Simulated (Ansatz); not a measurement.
Ansatz input

```yaml
crystal:
  lattice:
    - [2.3930716034, 0.0, 0.0]
    - [-1.1965358017, 2.0724608016, 0.0]
    - [0.0, 0.0, 8.4450954766]
  atoms:
    - { symbol: Cr, position: [1.0, 1.0, 0.0], spin: 1.5 }
    - { symbol: Cr, position: [1.0, 1.0, 0.5], spin: 1.5 }
    - { symbol: Cr, position: [0.3333333333, 0.6666666667, 0.25], spin: 1.5 }
    - { symbol: Cr, position: [0.6666666667, 0.3333333333, 0.75], spin: 1.5 }
hamiltonian:
  xc: pbe
  pseudopotentials:
    kind: paw
    azcp:
      Cr: "pseudopotentials/Cr.paw.azcp"
basis:
  ecutwfc: 420
  fft_grid_basis: typed
kpoints:
  mp_grid: { grid: [16, 16, 4], shift: [0, 0, 0] }
magnetization:
  spin_polarized: true
scf:
  occupations: { method: fermi_dirac, width: 0.05 }
  lower_state_search: "off"
output:
  stress: true
```

and its output:

```
Engine: ansatz 0.2.0, x86_64-unknown-linux-gnu
Pseudopotentials: kind: paw
Pseudopotential: Cr, paw, valence charge 14, recommended cutoff 420 eV (normal) 
Functional definition: PBE
  parameter kappa = 0.804
  parameter beta = 0.06672455060314922
  exchange = pbe_x(kappa = kappa, mu = beta*pi^2/3)
  correlation = pbe_c(beta = beta)
Crystal: 4 atoms, lattice volume = 41.884 Å³
Basis set: ecut = 420 eV, 797 PW (Γ)
Bands: 38, of which v1, the nominal top of the filled ones, is band 28 counted from 1 (27 counted from 0)
Symmetry: 24 space group operations
Space group: P63/mmc (ITA 194), of the structure as read, at distance tolerance 3.5e-5 Å
Magnetic group: BNS 194.263 (UNI 1493), of the structure as read, at distance tolerance 3.5e-5 Å
k-points: 90 of 1024
Non-local potential: Cr, projectors of the file, l = 0: 3, l = 1: 2, l = 2: 3, l = 3: 1
PAW form: soft (Blöchl's): semilocal exchange-correlation on the pseudo side does not see the compensation charge
PAW one-centre angular grid: Cr, 590 points (default); XC on 64 Gauss nodes
Initial density: superposition of atomic densities (chi_scale 0.1, normalization cell)
Starting moments: Σ|m| = 6 μB on 4 of 4 sites
Initial wavefunctions: pseudopotential atomic-orbital guess
Functional: x = pbe(κ = 0.804, μ = 0.2195149727645171), c = pbe(β = 0.06672455060314922)
SCF iter   1: F=—  HF=-13512.875875 eV  |F-HF|=—  |Δ(HF+E_count)|=         —  Δρ=2.08e-1 (↑2.08e-1 ↓5.73e-2)  dr2=1.73e1  dr2_m=3.87e0  M=2.587 μB ∫|m|=2.588 μB  β_m=0.30  ethr=3.10e-3  ⟨swp⟩=3.7  Hψ=20839  notcnv=0
SCF iter   2: F=—  HF=-13509.614196 eV  |F-HF|=—  |Δ(HF+E_count)|=    3.26e0  Δρ=1.27e-1 (↑1.27e-1 ↓4.40e-2)  dr2=5.30e0  dr2_m=1.99e0  M=2.440 μB ∫|m|=2.443 μB  β_m=0.30  ethr=3.10e-3  ⟨swp⟩=2.0  Hψ=13711  notcnv=0  defer=366
SCF iter   3: F=—  HF=-13508.415573 eV  |F-HF|=—  |Δ(HF+E_count)|=    1.20e0  Δρ=5.68e-2 (↑4.83e-2 ↓5.68e-2)  dr2=4.91e-1  dr2_m=9.18e-1  M=2.422 μB ∫|m|=2.424 μB  β_m=0.30  ethr=3.10e-3  ⟨swp⟩=2.8  Hψ=13560  notcnv=0  defer=364
SCF iter   4: F=—  HF=-13508.628199 eV  |F-HF|=—  |Δ(HF+E_count)|=   2.13e-1  Δρ=5.69e-2 (↑5.69e-2 ↓5.52e-2)  dr2=3.75e0  dr2_m=6.72e-1  M=2.129 μB ∫|m|=2.132 μB  β_m=0.30  ethr=8.77e-4  ⟨swp⟩=2.4  Hψ=10003  notcnv=0  defer=306
SCF iter   5: F=—  HF=-13508.513964 eV  |F-HF|=—  |Δ(HF+E_count)|=   1.14e-1  Δρ=3.97e-2 (↑3.97e-2 ↓3.32e-2)  dr2=2.20e-2  dr2_m=5.08e-1  M=1.838 μB ∫|m|=1.842 μB  β_m=0.30  ethr=8.77e-4  ⟨swp⟩=3.1  Hψ=11910  notcnv=0  defer=301
SCF iter   6: F=—  HF=-13508.571059 eV  |F-HF|=—  |Δ(HF+E_count)|=   5.71e-2  Δρ=3.15e-2 (↑2.97e-2 ↓3.15e-2)  dr2=1.47e-3  dr2_m=3.58e-1  M=1.633 μB ∫|m|=1.636 μB  β_m=0.30  ethr=3.93e-5  ⟨swp⟩=2.3  Hψ=12977  notcnv=0  defer=297
SCF iter   7: F=—  HF=-13508.622377 eV  |F-HF|=—  |Δ(HF+E_count)|=   5.13e-2  Δρ=2.65e-2 (↑2.64e-2 ↓2.65e-2)  dr2=1.25e-4  dr2_m=2.68e-1  M=1.432 μB ∫|m|=1.435 μB  β_m=0.30  ethr=2.62e-6  ⟨swp⟩=2.0  Hψ=13247  notcnv=0  defer=299
...
iter 22 did not close the SCF: its close was put off for a magnetic moment that had not settled (scf_convergence_deferred on its scf_iter line)
SCF iter  22: F=-13508.761252 eV  HF=-13508.761252 eV  |F-HF|=6.96e-9  |Δ(HF+E_count)|=   3.78e-8  Δρ=2.05e-6 (↑2.05e-6 ↓1.67e-6)  dr2=7.76e-9  dr2_m=2.74e-10  M=0.000 μB ∫|m|=0.000 μB  β_m=0.55  ethr=1.63e-10  ⟨swp⟩=1.5  Hψ=16589  notcnv=0
iter 23 did not close the SCF: its close was put off for a magnetic moment that had not settled (scf_convergence_deferred on its scf_iter line)
SCF iter  23: F=-13508.761252 eV  HF=-13508.761252 eV  |F-HF|=1.11e-10  |Δ(HF+E_count)|=  1.46e-10  Δρ=4.93e-7 (↑4.84e-7 ↓4.93e-7)  dr2=6.32e-11  dr2_m=7.81e-11  M=0.000 μB ∫|m|=0.000 μB  β_m=0.78  ethr=1.39e-11  ⟨swp⟩=1.0  Hψ=14136  notcnv=0
SCF iter  24: F=-13508.761252 eV  HF=-13508.761252 eV  |F-HF|=1.26e-10  |Δ(HF+E_count)|=  2.67e-10  Δρ=4.49e-7 (↑4.49e-7 ↓2.80e-7)  dr2=1.33e-10  dr2_m=9.48e-12  M=0.000 μB ∫|m|=0.000 μB  ethr=1.00e-12  ⟨swp⟩=1.0  Hψ=16427  notcnv=0
WARN: the starting moments were not kept: the SCF closed with an absolute magnetisation of 8.6e-6 μB, where they sum to 6 μB in size (4 sites). That is at most 0.1 of that sum. Measured as dr2_m measures the in/out step, that magnetisation stands 1.6e-11 eV from none, at or under the dr2_threshold of 1.0e-7 eV: it is no larger than a step whose dr2_m would equal this threshold. The system may hold no moment; this SCF shows only that its start led to no more than that. To try another start: raise the starting moments (crystal.atoms[].spin, magnetization.per_species, magnetization.initial_magnetization, or on a non-collinear deck that types none of these the spinor_matrix: blocks that start its atoms; where the total moment is fixed, keep their sum and leave initial_magnetization as it is; typed ones take the place of any that the run laid by itself, positive ones on a crystal's lanthanoids without a Hubbard term where scf.initial_density.shell_occupations: [] is typed) or, if the notice of its spin-set hold's release reads "site moments contracting" or "site moments show no strong build", lengthen the hold (scf.mixing.spin_hold: { on: { confirm: 4 } }; for m-r²SCAN on two components see the key's manual first). Each may lead to a state that holds a moment. A second SCF, from the converged charge density, with the starting moments and any scf.initial_density.shell_occupations laid on it anew, would have followed, and was not run: the deck does not ask for one (magnetization.retry_lost_moments is false, the default). To let it run, set magnetization.retry_lost_moments: true and run the deck again, where that key's refused combinations let it; where memory then withholds it, that run's warning says so.
SCF 1 converged in 24 iterations: F = -13508.761252 eV  dr2 = 1.33e-10
SCF converged after 24 iterations
Magnetization: 0.0000 μB (28.0000 up, 28.0000 down)
Absolute magnetization: 0.0000 μB (∫|ρ↑−ρ↓|, with the PAW one-centre terms)
Spin contamination: 0.0000 ħ² per cell (⟨S²⟩ above its minimum at these occupations)
Per-site moments (μB) at R_I (Å): [(1.8157484854459847e-6, 0.9871420363978419), (1.815748485388192e-6, 0.9871420363978419), (1.9074845002558434e-6, 0.9871420363978419), (1.907484500195673e-6, 0.9871420363978419)]
Free energy (F): -13508.761252 eV
Harris-Foulkes:  -13508.761252 eV  (|F-HF|=1.26e-10)
Internal energy: -13508.716938 eV  (E = F + TS)
E sigma→0 (E₀):  -13508.739095 eV
Entropy (-TS):   -0.044314 eV (-11.079 meV/atom)
Fermi energy:    21.569069 eV
--- Per-component energies (eV) ---
  E_band       = -444.928432
  E_kinetic    = 1390.261440
  E_local      = -4381.873924  (includes V_loc(G=0)·N_el)
  E_nonlocal   = 321.915341
  E_hartree    = 1956.802931
  E_xc         = -565.043855
  E_vxc        = -721.414335  (∫ρ·V_xc dr)
  E_paw        = -4785.456857  (= ΣΔE_a)
  E_vpaw       = -967.425327  (= ΣTr[D̂ρ^β])
  E_aug_tail   = 0.001480  (compensation charges beyond the density's cutoff)
  E_ewald      = -7445.323494
  E_smearing   = -0.044314  (= −TS)
  E_closure    = -0.000000  (closes the sum)
  Σ components = -13508.761252   (vs F -13508.761252, Δ=0.00e0)
--- Stress (GPa, compression-positive) ---
       40.924168      -0.000000       0.000000
        0.000000      40.924168      -0.000000
        0.000000      -0.000000      36.348829
  P = ⅓ Tr σ = 39.3991 GPa (393.991 kbar)
```

Launched by

```sh
ansatz run input.yaml --threads 1 --pin off --max-ram 3584MiB --backend cpu --events-out ev --progress --plain --runs-dir out
```

On 1 thread of Intel(R) Xeon(R) Platinum 8259CL CPU @ 2.50GHz (Skylake/Cascade Lake) (shared host) this took about 42 s of wall time and 42 s of CPU time.
